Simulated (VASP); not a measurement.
A run of VASP 6.6.1 is set up as follows.

Contents of INCAR:

```
  PREC = Accurate
  ENCUT = 520
  EDIFF = 1E-6
  ISMEAR = 0
  SIGMA = 0.02
  LREAL = F
  LASPH = T
  NELM = 60
  ALGO = Fast
  ISIF = 2
  LWAVE = F
  LCHARG = T
  GGA = PS
  LELF = T
  LVHAR = T
```

Contents of KPOINTS:

```
regular mesh
0
Gamma
  8 8 8
```

Contents of POSCAR:

```
LiCl
1.0
    0.0000000000      2.5421223400      2.5421223400
    2.5421223400      0.0000000000      2.5421223400
    2.5421223400      2.5421223400      0.0000000000
Li Cl
1 1
Direct
    0.0000000000      0.0000000000      0.0000000000
    0.5000000000      0.5000000000      0.5000000000
```

Potentials or basis: VASP PAW PBE potentials, release 64 (Li_sv, Cl).

Run with:

```sh
$ cat potpaw_PBE.64/Li_sv/POTCAR potpaw_PBE.64/Cl/POTCAR > POTCAR
$ mpirun -np 1 vasp_std > vasp.out
```

(1) Estimate the band gap on the k mesh.

Results:

(1) 6.29 eV, direct.
